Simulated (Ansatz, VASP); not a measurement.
AlRu: VASP beside Ansatz

```xyz
2
Lattice="3.0035 0.0000 0.0000 0.0000 3.0035 0.0000 0.0000 0.0000 3.0035" Properties=species:S:1:pos:R:3 pbc="T T T"
Al    0.0000    0.0000    0.0000
Ru    1.5018    1.5018    1.5018
```

Change from the starting cell: the structure that the rattled cell fell into.

Alike in both runs: functional PBE; k mesh 18 × 18 × 18; occupations gaussian, width 0.1 eV; no spin polarisation.

Ansatz relaxed the structure, and its values are those at the end. VASP's run is a single point on that final structure, the one shown.

|  | VASP | Ansatz |
| --- | --- | --- |
| version | VASP 6.6.1 | Ansatz 0.2.0 |
| potentials or method | VASP PAW PBE potentials, release 64 (Al, Ru_pv) | scalar-relativistic, plane waves, PAW |
| plane-wave cutoff (eV) | 520 | 420 |
| valence electrons in the cell | 17 | 19 |

|  | VASP | Ansatz | Ansatz less VASP |
| --- | --- | --- | --- |
| gap on the k mesh at the Fermi level (eV) | none | none | - |
| pressure (GPa) | 0.0 | 0.0 | +0.04 |

A gap of «none» marks a metal or a gap that the smearing closes. The two sets of potentials don't hold the same shells in valence.
